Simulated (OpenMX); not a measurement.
The system is NiO.

```
CELL_PARAMETERS angstrom
0.00000 2.08590 2.08590
2.08590 0.00000 2.08590
2.08590 2.08590 0.00000
ATOMIC_POSITIONS crystal
Ni 0.00000 0.00000 0.00000
O 0.50000 0.50000 0.50000
```

| Property | Result |
| --- | --- |
| Program | OpenMX 3.8.5 |
| Task | single point |
| Functional | PBE |
| Potentials or basis | OpenMX 2013 PBE set, Ni6.0H-s3p2d1, O6.0-s2p2d1, grid cutoff 500 Ry |
| k mesh | 11 × 11 × 11 |
| Occupations | fermi-dirac, width 0.05 eV |
| Spin | collinear spin, ferromagnetic start |
| Starting moments | [1.0, 0.0] μB |

On this cell: pressure 2.2 GPa; largest force zero by symmetry; net moment 0.32 μB per cell; site moments Ni +0.28; O +0.05 μB; band gap on the k mesh none (metal or under the smearing width).

The same run follows on a disturbed copy (atoms moved at random, drawn with an rms of 0.05 Å):

```
Ni O
1.0
     0.00000    2.08590    2.08590
     2.08590    0.00000    2.08590
     2.08590    2.08590    0.00000
Ni O
1 1
Direct
  0.99963 0.98326 0.01952
  0.50305 0.49315 0.49605
```

What changes?

The energy (extrapolated to zero smearing) moves by +6.0 meV/atom; pressure 2.8 GPa; largest force 0.370 eV/Å; net moment 0.31 μB per cell; site moments Ni +0.26; O +0.05 μB; band gap on the k mesh none (metal or under the smearing width).

Forces on the atoms (eV/Å):
```
Ni  -0.194 -0.256  0.168
O    0.172  0.273 -0.181
```

The forces don't sum to zero, so they hold noise of the program's grid.

Caveats: the transition metal has a single d function, too few for pressures, volumes and moments; the basis of atomic orbitals isn't converged, which shifts pressures, moduli and gaps; semilocal functionals often make such compounds metallic where correlation or magnetic order opens a gap, which also shifts bond lengths.
